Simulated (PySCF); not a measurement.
Computed with delta-SCF UKS SCAN, pcX-2 on the ionised atom, pcseg-1 elsewhere, spin-free X2C (PySCF). Geometries: PBE0-D3(BJ)/def2-SVP; isolated species, one conformer each. Values against the vacuum level.

Question: Order these sites by rising C 1s binding energy.
A. C1 in `[CH3:1]/[N:2]=[CH:3]/[CH2:4][OH:5]`
B. C3 in `[CH3:1][C:2]#[C:3][GeH3:4]`
C. C2 in `[CH3:1][CH2:2][CH2:3][CH2:4][O:5][C:6]([CH3:7])=[O:8]`
D. C3 in `[CH3:1][CH2:2][CH2:3][SH:4]`
E. Carbon in `F/C=C\F`
F. C3 in `[CH2:1]=[CH:2][C:3]([F:4])([F:5])[F:6]`

Answer: B (289.62 eV), C (290.71 eV), D (291.34 eV), A (291.78 eV), E (293.42 eV), F (298.39 eV).

The highest is bonded to 3 F and C, the lowest to C (triple bond) and Ge; the range is 8.77 eV.

Question: Rank by computed F 1s binding energy, lowest first.
A. Fluorine in `C=CC(F)(F)F`
B. Fluorine in `F/C=C\F`
C. Fluorine in `C[Si@@H]1C[C@H]1F`

Answer: C (691.96 eV), B (693.69 eV), A (694.11 eV).

The highest is bonded to C, the lowest to C; the range is 2.15 eV.
